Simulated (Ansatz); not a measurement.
Relaxed-ion elastic tensor of LaAlO$_{3}$ (cubic perovskite, space group No. 221) in GPa (Voigt order), the program Ansatz at the PBE level (PAW); density 6.41 g/cm³, 11.08 Å³ per atom.

```
327  124  124  0.0  0.0  0.0
124  327  124  0.0  0.0  0.0
124  124  327  0.0  0.0  0.0
0.0  0.0  0.0  151  0.0  0.0
0.0  0.0  0.0  0.0  151  0.0
0.0  0.0  0.0  0.0  0.0  151
```

Question: Is the crystal mechanically stable?

Answer: Yes: the smallest eigenvalue of C is 151 GPa.

Question: Work out the Voigt, Reuss and Hill averages.

Answer: K_V = 192, K_R = 192, K_H = 192; G_V = 131, G_R = 126, G_H = 128 GPa.

Question: Give Young's modulus, Poisson's ratio, Pugh's ratio and the universal anisotropy index.

Answer: E = 9KG/(3K + G) = 315 GPa; ν = 0.23; K/G = 1.49 (brittle by the Pugh limit of 1.75); A_U = 5G_V/G_R + K_V/K_R − 6 = 0.19.

Question: Estimate the sound speeds and the Debye temperature.

Answer: v_l = √((K + 4G/3)/ρ) = 7530 m/s, v_t = √(G/ρ) = 4480 m/s, mean 4960 m/s; Θ = (h/k)(3n/4πV)^(1/3) v_m = 662 K.

Question: Give the Zener ratio and Young's modulus along [100], [110] and [111].

Answer: A = 2C44/(C11 − C12) = 1.49; 1/E = S11 − 2(S11 − S12 − S44/2)Γ with Γ = 0, 1/4, 1/3 gives 258, 327, 358 GPa.

Space group Pm-3m (cubic perovskite). This is a known high-temperature phase of the composition, computed here at zero pressure and temperature. The cell was relaxed with PBE under the symmetry of its start. At this level the phase is dynamically unstable (imaginary phonons). Spin–orbit coupling is left out wherever it is not named.

Potentials: the later of the program's two PAW sets.
